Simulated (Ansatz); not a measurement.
Ta, DFT, PBE, all-electron LAPW, scalar-relativistic (Ansatz 0.2.0), run on 1 thread of Intel(R) Xeon(R) Platinum 8488C (Sapphire Rapids) on a shared host.

The cell is COD entry 1541266, as deposited and not checked against the literature; nothing was relaxed. The listed cell was then made from it by scaling, straining or moving an atom.

Command: `ansatz run input.yaml --threads 1 --pin off --max-ram 3072MiB --backend cpu --events-out ev --progress --plain --runs-dir out`

```yaml
crystal:
  lattice:
    - [-1.6017416, 1.65128, 1.65128]
    - [1.65128, -1.6017416, 1.65128]
    - [1.65128, 1.65128, -1.6017416]
  atoms:
    - { symbol: Ta, position: [0.0, 0.0, 0.0] }
kpoints:
  mp_grid: { grid: [17, 17, 17] }
  band_path:
    path:
      - [0.0, 0.0, 0.0]
      - [0.0, 0.0, 0.5]
      - [-0.5, 0.5, 0.5]
      - [-0.7422118581, 0.2577881419, 0.2577881419]
      - [0.2577881419, 0.2577881419, 0.2577881419]
      - [0.0, 0.0, 0.0]
      - [-0.5, 0.0, 0.5]
    npoints: 5
scf:
  occupations: { method: fermi_dirac, width: 0.08 }
hamiltonian:
  xc: pbe
  pseudopotentials: { kind: all_electron, lapw: { basis_error: 0.0005 } }
output:
  forces: true
  stress: true
  eigenvalues: true
```

Question: How large is the problem that the program sets up?

Answer: 489 irreducible k-points, 207 plane waves at Γ, 26 bands.

Question: About how long does it take, and how much memory does it use?

Answer: 46 s of wall time for 8 SCF iterations, with a peak of 0.82 GiB. Times on shared machines scatter by tens of per cent.
